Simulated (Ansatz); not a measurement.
# NbH2: stress in a strained cell

Aim: deform NbH2 (equal xy, yz and zx engineering shear strains of +1 %) and compute stress, forces and field gradients with LAPW, PAW and all-electron datasets made for the crystal.

Method: DFT LDA, scalar-relativistic, in Ansatz 0.2.0.

### 1 The starting structure

It takes space group Fm-3m (No. 225, cubic). Conventional cell: a = 4.563 Å, b = 4.563 Å, c = 4.563 Å, α = 90.00°, β = 90.00°, γ = 90.00°. Nb (site symmetry m-3m) is surrounded by 8 H at 1.98 Å. H (site symmetry -43m) is surrounded by 4 Nb at 1.98 Å.

Coordinates:

```xyz
3
Lattice="0.0000 2.2815 2.2815 2.2815 0.0000 2.2815 2.2815 2.2815 0.0000" Properties=species:S:1:pos:R:3 pbc="T T T"
Nb    0.0000    0.0000    0.0000
H     1.1408    1.1408    1.1408
H     3.4223    3.4223    3.4223
```

Atoms are numbered in the order of the input: Nb1, H2, H3.

### 2 The deformed structure

Space group Fm-3m before, R-3m after.

### 3 Full-potential LAPW

The input, input.yaml:

```yaml
crystal:
  lattice:
    - [0.022815, 2.2929075, 2.2929075]
    - [2.2929075, 0.022815, 2.2929075]
    - [2.2929075, 2.2929075, 0.022815]
  atoms:
    - { symbol: Nb, position: [0.0, 0.0, 0.0] }
    - { symbol: H, position: [0.25, 0.25, 0.25] }
    - { symbol: H, position: [0.75, 0.75, 0.75] }
kpoints:
  mp_grid: { grid: [15, 15, 15] }
  band_path:
    path:
      - [0.0, 0.0, 0.0]
      - [0.5, 0.5, 0.5]
      - [0.247543133, 0.5, 0.752456867]
      - [-0.247543133, 0.247543133, 0.5]
      - [0.0, 0.0, 0.5]
      - [0.0, 0.0, 0.0]
      - [-0.3737715665, 0.0, 0.3737715665]
      - [0.0, 0.3737715665, 0.6262284335]
      - [0.0, 0.5, 0.5]
    npoints: 5
scf:
  occupations: { method: fermi_dirac, width: 0.03 }
hamiltonian:
  xc: lda
  pseudopotentials: { kind: all_electron, lapw: { basis_error: 0.001 } }
output:
  forces: true
  stress: true
  eigenvalues: true
```

Command:

```console
> ansatz run input.yaml --threads 1 --pin off --max-ram 4096MiB --backend cpu --events-out ev --progress --plain --runs-dir out
```

Output (excerpt; [...] marks lines left out):

```text
LAPW: plane waves up to 8.483 Å⁻¹, error target 1.0e-3 eV per atom; small_component_spin mean_spin; H in spheres of 0.677 Å, 1 of its electrons in bands, Dirac shells []; Nb in spheres of 1.292 Å, 31 of its electrons in bands, Dirac shells []
[...]
Pseudopotentials: kind: all_electron
Pseudopotential: Nb, LAPW, valence charge 31, Koelling and Harmon's equation, gaussian nucleus
Pseudopotential: H, LAPW, valence charge 1, Koelling and Harmon's equation, gaussian nucleus
Functional definition: SPW92
[...]
Crystal: 3 atoms, lattice volume = 23.750 Å³
Basis set: ecut = 274.2000071811837 eV, 259 PW (Γ), exchange–correlation at level 2
Bands: 21, of which v1, the nominal top of the filled ones, is band 17 counted from 1 (16 counted from 0)
Symmetry: 12 space group operations
Space group: R-3m (ITA 166), of the structure as read, at distance tolerance 2.9e-5 Å
k-points: 344 of 3375
[...]
SCF iter   1: F=—  HF=-103869.814532 eV  |F-HF|=—  |Δ(HF+E_count)|=         —  Δρ=9.33e-2  dr2=2.03e0  ethr=6.14e-3  ⟨swp⟩=2.0  Hψ=47996  notcnv=0
[...]
SCF iter   9: F=-103868.413517 eV  HF=-103868.413517 eV  |F-HF|=1.37e-9  |Δ(HF+E_count)|=   9.61e-8  Δρ=4.05e-6  dr2=3.10e-9  ethr=6.10e-10  ⟨swp⟩=2.0  Hψ=20881  notcnv=0
[...]
NSCF: frozen V_eff on 41 k-points
SCF converged after 9 iterations
Free energy (F): -103868.413517 eV
[...]
E sigma→0 (E₀):  -103868.412061 eV
Entropy (-TS):   -0.002911 eV (-0.970 meV/atom)
Fermi energy:    16.522969 eV
[...]
--- Forces (eV/Å), atoms counted from 1 ---
  atom   1  Nb     0.00000000     0.00000000    -0.00000000
  atom   2  H     -0.04236187    -0.04236187    -0.04236187
  atom   3  H      0.04236187     0.04236187     0.04236187
[...]
--- Stress (GPa, compression-positive) ---
       -8.126773      -1.261805      -1.261805
       -1.261805      -8.126773      -1.261805
       -1.261805      -1.261805      -8.126773
  P = ⅓ Tr σ = -8.1268 GPa (-81.268 kbar)
--- Band table (eV; the first three rows and the last of 344) ---
  k-point 0: bands = ["-417.9094", "-326.5291", "-326.5255", "-326.5255", "-176.7812", "-176.7793", "-176.7793", "-176.7715", "-176.7715", "-38.7199", "-14.5630", "-14.5389", "-14.5389", "5.8902", "15.0403", "15.2037", "15.2037", "15.5142", "17.7743", "17.7743", "28.9455"]
[...]
```

It took 26 s on 1 thread of Intel Xeon 6975P-C (Granite Rapids), shared host; peak memory 0.74 GiB.

This run gives: pressure -8.13 GPa; no gap; largest force 0.073 eV/Å.

### 4 PAW with frozen cores

The input, input.yaml:

```yaml
crystal:
  lattice:
    - [0.022815, 2.2929075, 2.2929075]
    - [2.2929075, 0.022815, 2.2929075]
    - [2.2929075, 2.2929075, 0.022815]
  atoms:
    - { symbol: Nb, position: [0.0, 0.0, 0.0] }
    - { symbol: H, position: [0.25, 0.25, 0.25] }
    - { symbol: H, position: [0.75, 0.75, 0.75] }
kpoints:
  mp_grid: { grid: [15, 15, 15] }
scf:
  occupations: { method: fermi_dirac, width: 0.03 }
hamiltonian:
  xc: lda
  pseudopotentials: { kind: paw }
output:
  forces: true
  stress: true
  eigenvalues: true
  efg: { contact_densities: true }
  write_density: true
  write_potential: true
  elf: true
  volumetric_format: npy
```

Command:

```console
> ansatz run input.yaml --threads 1 --pin off --max-ram 4096MiB --backend cpu --events-out ev --progress --plain --runs-dir out
```

Output (excerpt; [...] marks lines left out):

```text
Nb: output.efg is read without spin–orbit coupling, which moves field gradients at and beside such atoms by some per cent and up to a factor of two; PAW files take it under magnetization.noncollinear and magnetization.spin_orbit
[...]
Pseudopotentials: kind: paw
Pseudopotential: Nb, paw, valence charge 13, recommended cutoff 420 eV (normal)
Pseudopotential: H, paw, valence charge 1, recommended cutoff 420 eV (normal)
[... 1 set-up line as earlier in the session ...]
[...]
Crystal: 3 atoms, lattice volume = 23.750 Å³
Basis set: ecut = 420 eV, 465 PW (Γ)
Bands: 12, of which v1, the nominal top of the filled ones, is band 8 counted from 1 (7 counted from 0)
[... 2 set-up lines as earlier in the session ...]
k-points: 344 of 3375
[...]
--- Stress (GPa, compression-positive) ---
       -8.087042      -1.261573      -1.261573
       -1.261573      -8.087042      -1.261573
       -1.261573      -1.261573      -8.087042
  P = ⅓ Tr σ = -8.0870 GPa (-80.870 kbar)
--- PAW observables at the nuclei: V_zz in 10²¹ V/m², potentials from the cell's mean, atoms counted from 1 ---
  atom   1  Nb V_zz =    +1.428857   η = 0.0000   by run symmetry: allowed
            electrostatic potential = -6140.938222 V   contact ρ = 538557.242168 e/Å³
  atom   2  H  V_zz =    -0.045842   η = 0.0000   by run symmetry: allowed
            electrostatic potential = -48.975719 V   contact ρ = 2.796238 e/Å³
  atom   3  H  V_zz =    -0.045842   η = 0.0000   by run symmetry: allowed
            electrostatic potential = -48.975719 V   contact ρ = 2.796238 e/Å³
--- Band table (eV; the first three rows and the last of 344) ---
  k-point 0: bands = ["-40.3557", "-16.2028", "-16.1787", "-16.1787", "4.2595", "13.4109", "13.5743", "13.5743", "13.8893", "16.1421", "16.1421", "27.3058"]
[...]
```

It took 4.1 s on 1 thread of Intel Xeon 6975P-C (Granite Rapids), shared host; peak memory 0.47 GiB.

Read from it: pressure -8.09 GPa; no gap; largest force 0.073 eV/Å; Vzz Nb1 1.43 (η = 0.00), H2 -0.05 (η = 0.00) (10²¹ V/m²).

The fields are shown in the conventional cell of this run's space group, carried over from its grid by interpolation.

Density in a lattice plane of the grid's cell (edges 3.21 and 7.98 Å, at 0.000 of the third edge), which holds Nb and H.

Ten even steps from '0' (0.09 e/Å³) to '9' (4.98 e/Å³):
```
9830000038
3200000002
0000000000
1000000000
3100000001
1000010000
0000111000
0000000000
0000000000
0000000000
0000000000
0000000000
0000111000
1000010000
3100000001
1000000000
0000000000
3200000002
9830000038
8961000169
```
Columns run along the first of these edges and rows up along the second, over one cell in 10 and 20 even steps from the bottom left corner. Atoms in the plane (fractional): Nb at (0.00, 0.00), H at (0.00, 0.25), H at (0.00, 0.75).

ELF in the same plane.

Ten even steps from '0' (0.05) to '9' (0.99):
```
6762131267
5421232124
2112222211
9752111257
9951111159
9731232137
5311232113
2211111112
2111111111
1122222221
2111111111
2211111112
5311232113
9731232137
9951111159
9752111257
2112222211
5421232124
6762131267
0473121374
```
Columns run along the first of these edges and rows up along the second, over one cell in 10 and 20 even steps from the bottom left corner. Atoms in the plane (fractional): Nb at (0.00, 0.00), H at (0.00, 0.25), H at (0.00, 0.75).

Both are smooth fields of the valence electrons: close to the nuclei they are not physical.

Maxima of ELF outside the ion cores: 0.99 at H.

### 5 Datasets made for this crystal

input.yaml, as its differences from that of step 4:

```diff
@@ -15,3 +15,3 @@
   xc: lda
-  pseudopotentials: { kind: paw }
+  pseudopotentials: { kind: all_electron, datasets: crystal }
 output:
@@ -21,5 +21 @@
   efg: { contact_densities: true }
-  write_density: true
-  write_potential: true
-  elf: true
-  volumetric_format: npy
```

Command:

```console
> ansatz run input.yaml --threads 1 --pin off --max-ram 4096MiB --backend cpu --events-out ev --progress --plain --runs-dir out
```

Output (excerpt; [...] marks lines left out):

```text
[...]
band count auto-derived: 13 (N_el = 15.0; filled up to band 8; 12 by the electrons, moments and atoms)
Nb: output.efg is read without spin–orbit coupling, which moves field gradients at and beside such atoms by some per cent and up to a factor of two; PAW files take it under magnetization.noncollinear and magnetization.spin_orbit
[...]
[... 1 set-up line as earlier in the session ...]
Pseudopotential: Nb, paw, valence charge 13, recommended cutoff 320 eV (normal), Koelling and Harmon's equation, gaussian nucleus
Pseudopotential: H, paw, valence charge 1, recommended cutoff 320 eV (normal), Koelling and Harmon's equation, gaussian nucleus
[... 1 set-up line as earlier in the session ...]
[...]
Crystal: 3 atoms, lattice volume = 23.750 Å³
Basis set: ecut = 320 eV, 325 PW (Γ)
Bands: 13, of which v1, the nominal top of the filled ones, is band 8 counted from 1 (7 counted from 0)
[... 1 set-up line as earlier in the session ...]
[...]
  atom   3  H      0.04232504     0.04232504     0.04232504
[...]
--- Stress (GPa, compression-positive) ---
       -8.126154      -1.261128      -1.261128
       -1.261128      -8.126154      -1.261128
       -1.261128      -1.261128      -8.126154
  P = ⅓ Tr σ = -8.1262 GPa (-81.262 kbar)
--- PAW observables at the nuclei: V_zz in 10²¹ V/m², potentials from the cell's mean, atoms counted from 1 ---
  atom   1  Nb V_zz =    +1.476744   η = 0.0000   by run symmetry: allowed
            electrostatic potential = -6136.860134 V   contact ρ = 538606.363206 e/Å³
  atom   2  H  V_zz =    -0.045113   η = 0.0000   by run symmetry: allowed
            electrostatic potential = -48.987407 V   contact ρ = 2.800364 e/Å³
  atom   3  H  V_zz =    -0.045113   η = 0.0000   by run symmetry: allowed
            electrostatic potential = -48.987407 V   contact ρ = 2.800364 e/Å³
--- Band table (eV; the first three rows and the last of 344) ---
  k-point 0: bands = ["-38.7202", "-14.5632", "-14.5392", "-14.5392", "5.8902", "15.0402", "15.2036", "15.2036", "15.5142", "17.7741", "17.7741"]
[...]
```

It took 15 s on 1 thread of Intel Xeon 6975P-C (Granite Rapids), shared host; peak memory 0.73 GiB.

This run gives: pressure -8.13 GPa; no gap; largest force 0.073 eV/Å; Vzz Nb1 1.48 (η = 0.00), H2 -0.05 (η = 0.00) (10²¹ V/m²).

### 6 Stress and forces compared

Stress (GPa, compression positive):

| method | xx | yy | zz | yz | xz | xy |
| --- | --- | --- | --- | --- | --- | --- |
| LAPW | -8.13 | -8.13 | -8.13 | -1.26 | -1.26 | -1.26 |
| PAW | -8.09 | -8.09 | -8.09 | -1.26 | -1.26 | -1.26 |
| crystal datasets | -8.13 | -8.13 | -8.13 | -1.26 | -1.26 | -1.26 |

Forces (eV/Å):

| atom | LAPW x | LAPW y | LAPW z | PAW x | PAW y | PAW z | crystal datasets x | crystal datasets y | crystal datasets z |
| --- | --- | --- | --- | --- | --- | --- | --- | --- | --- |
| Nb1 | 0.000 | 0.000 | 0.000 | 0.000 | 0.000 | 0.000 | 0.000 | 0.000 | 0.000 |
| H2 | -0.042 | -0.042 | -0.042 | -0.042 | -0.042 | -0.042 | -0.042 | -0.042 | -0.042 |
| H3 | 0.042 | 0.042 | 0.042 | 0.042 | 0.042 | 0.042 | 0.042 | 0.042 | 0.042 |

```
          method  pressure (GPa)  largest force (eV/Å)  Vzz Nb1 (10²¹ V/m²)  Vzz H2 (10²¹ V/m²)  SCF cycles, by the record's count
            LAPW           -8.13                 0.073                    –                   –                                  9
             PAW           -8.09                 0.073                 1.43               -0.05                                  6
crystal datasets           -8.13                 0.073                 1.48               -0.05                                  7
```

### 7 Results

| quantity | value |
| --- | --- |
| pressure | LAPW -8.13, PAW -8.09, crystal datasets -8.13 GPa |
| largest shear or deviatoric stress (LAPW) | 1.26 GPa |

The largest part of the stress beyond the pressure is 1.26 GPa in size; the atoms are carried along and not relaxed. No run of the undeformed cell stands beside it, so pressure and stress hold what the given cell had before the change, as far as its symmetry allows. PAW: stress within 0.04 GPa of LAPW, forces within 1 meV/Å. Crystal datasets: stress within 0.01 GPa of LAPW, forces within 1 meV/Å.
